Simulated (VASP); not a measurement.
The system is CdO.

```
Cd O
1.0
     0.00000    2.35240    2.35240
     2.35240    0.00000    2.35240
     2.35240    2.35240    0.00000
Cd O
1 1
Direct
  0.00000 0.00000 0.00000
  0.50000 0.50000 0.50000
```

The cell was built by a generator and needn't be a form met in nature.

Program: VASP 6.6.1. Alike in all runs: task band structure; cell as given; cutoff (eV) 520; smearing gaussian 0.03 eV. Hardware: 1 thread of Intel(R) Xeon(R) Platinum 8488C (Sapphire Rapids), on a shared host.

Task: Order these runs on this cell by their wall time, lowest first.
A. level TB-mBJ; potentials or basis VASP PAW PBE potentials, release 64 (Cd, O); spin SOC, no magnetisation; k mesh 8 × 8 × 8
B. level TB-mBJ; potentials or basis VASP PAW PBE potentials, release 64 (Cd, O); spin off; k mesh 12 × 12 × 12
C. level LDA; potentials or basis VASP PAW LDA potentials, release 64 (Cd, O); spin off; k mesh 12 × 12 × 12

Result: C (66 s), B (220 s), A (680 s).
